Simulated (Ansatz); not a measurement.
# Li: the cost of one run

Method: DFT PBEsol, scalar-relativistic, plane waves, PAW, in Ansatz 0.2.0.

This is Li in the fcc structure; at room conditions it is bcc.

1 further run of the same task is left out (set aside as unsound or not needed).

**1. Starting point**

The structure is cubic, space group Fm-3m (No. 225). Conventional cell: a = 4.318 Å, b = 4.318 Å, c = 4.318 Å, α = 90.00°, β = 90.00°, γ = 90.00°. Li (site symmetry m-3m) has 12 Li at 3.05 Å as nearest neighbours.

Structure file:

```cif
data_structure
_symmetry_space_group_name_H-M 'Fm-3m'
_symmetry_Int_Tables_number 225
_cell_length_a 4.3182
_cell_length_b 4.3182
_cell_length_c 4.3182
_cell_angle_alpha 90.000
_cell_angle_beta 90.000
_cell_angle_gamma 90.000
_cell_volume 80.52
loop_
_atom_site_label
_atom_site_type_symbol
_atom_site_symmetry_multiplicity
_atom_site_Wyckoff_symbol
_atom_site_fract_x
_atom_site_fract_y
_atom_site_fract_z
_atom_site_occupancy
Li1 Li 4 a 0.00000 0.00000 0.00000 1
```

This cell was relaxed beforehand with the same method: volume 20.13 Å³/atom, gap on the mesh none (metal).

**2. Bands, states and charges**

Input file input.yaml:

```yaml
crystal:
  lattice:
    - [0.0, 2.1590815227, 2.1590815227]
    - [2.1590815227, 0.0, 2.1590815227]
    - [2.1590815227, 2.1590815227, 0.0]
  atoms:
    - { symbol: Li, position: [0.0, 0.0, 0.0] }
basis:
  ecutwfc: 420
kpoints:
  mp_grid: { grid: [16, 16, 16] }
  band_path:
    path:
      - [[0.0, 0.0, 0.0], [0.5, 0.0, 0.5], [0.625, 0.25, 0.625]]
      - [[0.375, 0.375, 0.75], [0.0, 0.0, 0.0], [0.5, 0.5, 0.5], [0.5, 0.25, 0.75], [0.5, 0.0, 0.5]]
    npoints: 14
hamiltonian:
  xc: pbesol
scf:
  occupations: { method: gaussian, width: 0.1 }
  n_extra_bands: 6
output:
  forces: true
  stress: true
  eigenvalues: true
  populations: true
  dos: { projected: true, de: 0.02, nscf_kmesh: { grid: [24, 24, 24] } }
  bader: true
  write_density: true
  write_potential: true
  elf: true
  volumetric_format: npy
```

Launch:

```bash
> ansatz run input.yaml --threads 1 --pin off --max-ram 2560MiB --backend cpu --events-out ev --progress --plain --runs-dir out
```

What time and memory should one allow on 1 thread of AMD EPYC (Zen 3), shared host?

About 2.2 min, with a peak of 0.31 GiB.
